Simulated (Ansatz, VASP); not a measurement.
## Ge in VASP and in Ansatz

File INCAR:

```
  PREC = Accurate
  ENCUT = 520
  EDIFF = 1E-6
  ISMEAR = 0
  SIGMA = 0.1
  LREAL = False
  LASPH = True
  NELM = 100
  ALGO = Normal
  ISIF = 2
  LWAVE = False
  LCHARG = False
  GGA = PE
  NBANDS = 21
```

KPOINTS

```
Automatic mesh
0
Gamma
  6 6 6
```

POSCAR

```
Ge
1.0
   -2.4958980000      2.6508630000      1.4369470000
    2.4958980000     -2.6508630000      1.4369470000
    2.4958980000      2.6508630000     -1.4369470000
Ge
2
Direct
    0.1859430000      0.9359430000      0.2500000000
    0.8140570000      0.0640570000      0.7500000000
```

Input for Ansatz:

```yaml
crystal:
  lattice:
    - [-2.495898, 2.650863, 1.436947]
    - [2.495898, -2.650863, 1.436947]
    - [2.495898, 2.650863, -1.436947]
  atoms:
    - { symbol: Ge, position: [0.185943, 0.935943, 0.25] }
    - { symbol: Ge, position: [0.814057, 0.064057, 0.75] }
basis:
  ecutwfc: 420
kpoints:
  mp_grid: { grid: [6, 6, 6] }
hamiltonian:
  xc: pbe
scf:
  occupations: { method: gaussian, width: 0.1 }
  algorithm: density_mixing
  max_iter: 86
output:
  forces: true
  stress: true
  eigenvalues: true
```

Alike in both runs: task single point; functional PBE; k mesh 6 × 6 × 6; occupations gaussian, width 0.1 eV; no spin polarisation.

|  | VASP | Ansatz |
| --- | --- | --- |
| version | VASP 6.6.1 | Ansatz 0.2.0 |
| potentials or method | VASP PAW PBE potentials, release 64 (Ge_d) | scalar-relativistic, plane waves, PAW |
| plane-wave cutoff (eV) | 520 | 420 |
| valence electrons in the cell | 28 | 28 |

Ansatz gave:

* gap on the k mesh at the Fermi level (eV): none
* pressure (GPa): 1.8
* largest component of the traceless stress (GPa): 4.35
* rms of the force components (eV/Å): 0.010

**Question.** Which values does VASP return?

**Answer.** gap on the k mesh at the Fermi level (eV): none; pressure (GPa): 1.7; largest component of the traceless stress (GPa): 4.34; rms of the force components (eV/Å): 0.009.

Atom by atom the forces differ by 0.000 eV/Å (rms over components). A gap of «none» marks a metal or a gap that the smearing closes.

Caveats: the k mesh is coarse (spacing up to 0.42 Å⁻¹), so the values aren't converged.
